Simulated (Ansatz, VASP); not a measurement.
## One calculation of FeO (Wuestite), two programs

File INCAR:

```
ALGO = Normal ; EDIFF = 1E-6
ENCUT = 520 ; GGA = PE
ISIF = 2 ; ISMEAR = -1
ISPIN = 2 ; LASPH = True
LCHARG = True ; LELF = True
LMAXMIX = 4 ; LORBIT = 11
LREAL = False ; LVHAR = True
LWAVE = False ; MAGMOM = 4.5 0
NBANDS = 18 ; NELM = 150
PREC = Accurate ; SIGMA = 0.05
```

KPOINTS

```
k-points
0
Gamma
  11 11 11
```

File POSCAR:

```
FeO
1.0
    0.0000000000      2.1554000000      2.1554000000
    2.1554000000      0.0000000000      2.1554000000
    2.1554000000      2.1554000000      0.0000000000
Fe O
1 1
Direct
    0.0000000000      0.0000000000      0.0000000000
    0.5000000000      0.5000000000      0.5000000000
```

File input.yaml:

```yaml
crystal:
  lattice:
    - [0.0, 2.1554, 2.1554]
    - [2.1554, 0.0, 2.1554]
    - [2.1554, 2.1554, 0.0]
  atoms:
    - { symbol: Fe, position: [0.0, 0.0, 0.0], spin: 4.5 }
    - { symbol: O, position: [0.5, 0.5, 0.5] }
hamiltonian:
  xc: pbe
  pseudopotentials: { kind: paw }
magnetization:
  spin_polarized: true
kpoints:
  mp_grid: { grid: [11, 11, 11] }
scf:
  occupations: { method: fermi_dirac, width: 0.05 }
output:
  forces: true
  stress: true
  eigenvalues: true
```

Alike in both runs: task single point; functional PBE; k mesh 11 × 11 × 11; occupations fermi-dirac, width 0.05 eV; collinear spin.

|  | VASP | Ansatz |
| --- | --- | --- |
| version | VASP 6.6.1 | Ansatz 0.2.0 |
| potentials or method | VASP PAW PBE potentials, release 64 (Fe, O) | Ansatz PAW |
| plane-wave cutoff (eV) | 520 | 420 |
| valence electrons in the cell | 14 | 22 |

Ansatz gave:

```
gap on the k mesh at the Fermi level (eV)                     : none
pressure (GPa)                                                : -0.2
net moment per atom (μB)                                      : 2.00
size of the moment on the site where the two differ most (μB) : 3.45
```

Problem. What did VASP give for the same quantities?

Solution. gap on the k mesh at the Fermi level (eV): none; pressure (GPa): -0.2; net moment per atom (μB): 2.00; size of the moment on the site where the two differ most (μB): 3.62.

Site moments also hang on the region over which each program counts them. A gap of «none» marks a metal or a gap that the smearing closes. The two sets of potentials don't hold the same shells in valence.

Caveats: a cell with one magnetic atom can't hold antiferromagnetic order, which such compounds often take; semilocal functionals often make such compounds metallic where correlation or magnetic order opens a gap, which also shifts bond lengths; the pressure holds a Pulay correction of +0.6 GPa for the finite cutoff (Ansatz).
